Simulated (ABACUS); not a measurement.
**Sb in ABACUS: the effect of functional**

The system is Sb.

```xyz
1
Lattice="-1.5949 1.5513 2.7277 1.5472 -1.5649 2.7079 1.6154 1.5855 -2.7356" Properties=species:S:1:pos:R:3 pbc="T T T"
Sb    0.0000    0.0000    0.0000
```

This isn't the form of Sb at room conditions, which is rhombohedral.

Alike in all runs:

```yaml
Program: ABACUS 3.10.1
Task: single point
Potentials_or_basis: SG15 ONCV 1.2 PBE
Cutoff: 1102 eV
Density_cutoff: 4408 eV
Basis: plane waves
k_mesh: 7 × 7 × 8
Occupations: fermi-dirac, width 0.05 eV
Spin: no spin polarisation
```

```csv
functional,pressure (GPa)
LDA,-3.5
PBEsol,?
SCAN,-0.2
r2SCAN,0.3
```

What does the run with functional PBEsol give?

Pressure -1.5 GPa.

Caveats: the potentials were made for another functional, which shifts forces and pressure.
